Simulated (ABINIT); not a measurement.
Runs of ABINIT 10.8.3 (patched build) on TiO2. The structure is tetragonal, space group P4_2/mnm (No. 136). The conventional cell has a = 4.600 Å, b = 4.600 Å, c = 2.959 Å, α = 90.00°, β = 90.00°, γ = 90.00°. Around Ti (site symmetry mmm) lie 6 O at 1.95 to 1.98 Å. O (site symmetry m2m) has 3 Ti at 1.95 to 1.98 Å as nearest neighbours. The cell is a database's computed one.

```csv
task,level,potentials or basis,cell,k mesh,cutoff (eV),fine-grid cutoff,cell freedom (optcell),cutoff smearing ecutsm (Ha),optimiser (ionmov),force stop (Ha/bohr),mesh quality,gap on the mesh (eV),pressure (GPa),relaxed volume (Å³/atom),largest force (eV/Å)
band structure,r2SCAN,JTH PAW PBE v2.0,as given,5 × 5 × 8,762,1360.57 eV,-,-,-,-,not flagged,2.20,0.1,-,(b)
band structure,LDA,JTH PAW LDA v2.0,as given,6 × 6 × 9,626,1224.51 eV,-,-,-,-,not flagged,1.77,-8.8,-,(a)
relaxation of cell and atoms,LDA,JTH PAW LDA v2.0,relaxed,5 × 5 × 8,626,1224.51 eV,2,0.5,2,5e-05,not flagged,1.85,0.0,(c),-
relaxation of cell and atoms,PBEsol,JTH PAW PBE v2.0,relaxed,4 × 4 × 5,626,1224.51 eV,2,0.5,2,5e-05,coarse,1.85,0.0,10.36,-
band structure,PBEsol,JTH PAW PBE v2.0,as given,6 × 6 × 9,626,1224.51 eV,-,-,-,-,not flagged,1.82,-2.2,-,0.05
```

Alike in all rows: no spin polarisation; smearing fermi-dirac 0.05 eV.

Estimate the missing entries.

(a) 0.12; (b) 0.04; (c) 10.08.

Caveats: some runs use coarse meshes; the atomic spheres overlap; the PAW data sets were made with another functional, which shifts forces and pressure a little (some runs); an odd mesh through Γ misses points on the zone boundary, where band edges often lie (some runs).

Runs at the PBE level aren't shown here.
